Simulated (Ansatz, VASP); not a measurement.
**Two plane-wave programs on GaAs**

```
Ga As
1.0
     9.00000    0.00000    0.00000
     0.00000    9.30000    0.00000
     0.00000    0.00000    4.72006
Ga As
1 1
Cartesian
  4.5000 4.6500 0.0000
  4.5000 4.6500 2.3600
```

Alike in both runs: functional PBE; k mesh 1 × 1 × 15; occupations gaussian, width 0.05 eV; collinear spin.

Ansatz relaxed the structure, and its values are those at the end. VASP's run is a single point on that final structure, the one shown.

|  | VASP | Ansatz |
| --- | --- | --- |
| version | VASP 6.6.1 | Ansatz 0.2.0 |
| potentials or method | VASP PAW PBE potentials, release 64 (Ga_d, As) | scalar-relativistic, plane waves, PAW |
| plane-wave cutoff (eV) | 520 | 420 |
| valence electrons in the cell | 18 | 28 |

```csv
,VASP,Ansatz,Ansatz less VASP
gap on the k mesh at the Fermi level (eV),none,none,-
net moment per atom (μB),0.33,0.33,0.000
size of the moment on the site where the two differ most (μB),0.29,0.25,-0.044
```

Site moments also hang on the region over which each program counts them. A gap of «none» marks a metal or a gap that the smearing closes. The two sets of potentials don't hold the same shells in valence. Ansatz warned: «xc_potential_rough_in_thin_density».
